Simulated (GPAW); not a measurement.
Runs of GPAW 26.7.0 on Zn. The structure is hexagonal, space group P6_3/mmc (No. 194). The conventional cell has a = 2.670 Å, b = 2.670 Å, c = 4.966 Å, α = 90.00°, β = 90.00°, γ = 120.00°. Zn (site symmetry -6m2) is surrounded by 12 Zn at 2.67 to 2.92 Å. 

```tsv
task	level	potentials or basis	cell	k mesh	cutoff (eV)	smearing	convergence	supercell	supercell k mesh	displacement	relaxed first	gap on the mesh (eV)	pressure (GPa)	relaxed volume (Å³/atom)
phonons	LDA	PAW data sets generated in the run's folder for this functional, pw	atoms relaxed	11 × 11 × 6	510	fermi-dirac 0.05 eV	density=1e-06 eigenstates=1e-09	1 × 1 × 1	11 × 11 × 6	0.01	ions	none	-9.7	-
electrostatic potential	LDA	the program's PAW data sets (release 1.2.1) made for this functional, pw	atoms moved at random, drawn with an rms of 0.05 Å	11 × 11 × 6	600	methfessel-paxton 0.2 eV	-	-	-	-	-	none	-9.4	-
relaxation of cell and atoms	PBEsol	PAW data sets generated in the run's folder for this functional, pw	relaxed	10 × 10 × 5	600	fermi-dirac 0.05 eV	density=1e-05 forces=0.0001	-	-	-	-	none	0.0	14.18
single point	PBE	GPAW PAW data sets (gpaw-data 1.2.1), pw	as given	11 × 11 × 6	600	fermi-dirac 0.05 eV	-	-	-	-	-	none	-1.0	-
electron localisation function	r2SCAN	GPAW PAW data sets (gpaw-data 1.2.1), pw	as given	11 × 11 × 6	600	methfessel-paxton 0.2 eV	-	-	-	-	-	none	(a)	-
single point	PBE	GPAW PAW data sets (gpaw-data 1.2.1), pw	as given	11 × 11 × 6	600	gaussian 0.05 eV	-	-	-	-	-	none	-1.0	-
relaxation of cell and atoms	PBEsol+D3	PAW data sets generated in the run's folder for this functional, pw	relaxed	8 × 8 × 4	600	fermi-dirac 0.05 eV	-	-	-	-	-	none	0.0	13.37
```

Alike in all rows: no spin polarisation.

**Question.** Estimate the missing entries.

**Answer.** (a) -4.4.

Caveats: this smearing can pin the Fermi level at a band edge (some runs); later steps reuse the first step's grids (some runs); the cell is more than 3 GPa from zero pressure, which shifts response properties (some runs); the cutoff is short for stress and forces, so pressures can be off by a GPa or more (some runs); the PAW data sets were made with another functional, which shifts forces and pressure a little (some runs); the volume moved by -13 % from the deposited cell, more than functionals usually miss (some runs); pairwise dispersion overbinds metals, which lowers pressure and volume (some runs).

A k mesh can miss the band edges.

A gap of «none» marks a metal or a gap under the smearing width.

Not every run made on this cell is shown here.
